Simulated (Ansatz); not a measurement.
GaP:

```
Ga P
1.0
     0.00000    2.72525    2.72525
     2.72525    0.00000    2.72525
     2.72525    2.72525    0.00000
Ga P
1 1
Cartesian
  0.0000 0.0000 0.0000
  4.0879 4.0879 4.0879
```

Program: Ansatz 0.2.0. Alike in all runs: cell as given; basis error allowed 0.001 eV/atom.

Order these runs on this cell by their pressure, lowest first.
A. level BLYP; potentials or basis all-electron LAPW, scalar-relativistic; spin off; k mesh 8 × 8 × 8; cutoff (eV) 278; smearing fermi-dirac 0.05 eV
B. level PBEsol; potentials or basis all-electron LAPW, scalar-relativistic; spin off; k mesh 8 × 8 × 8; cutoff (eV) 278; smearing gaussian 0.05 eV
C. level LDA; potentials or basis all-electron LAPW, relativistic spinors; spin SOC, no magnetisation; k mesh 6 × 6 × 6; cutoff (eV) 279; smearing fermi-dirac 0.05 eV

C (-2.7 GPa), B (-0.6 GPa), A (6.3 GPa).

Runs at the PBE level aren't shown here.
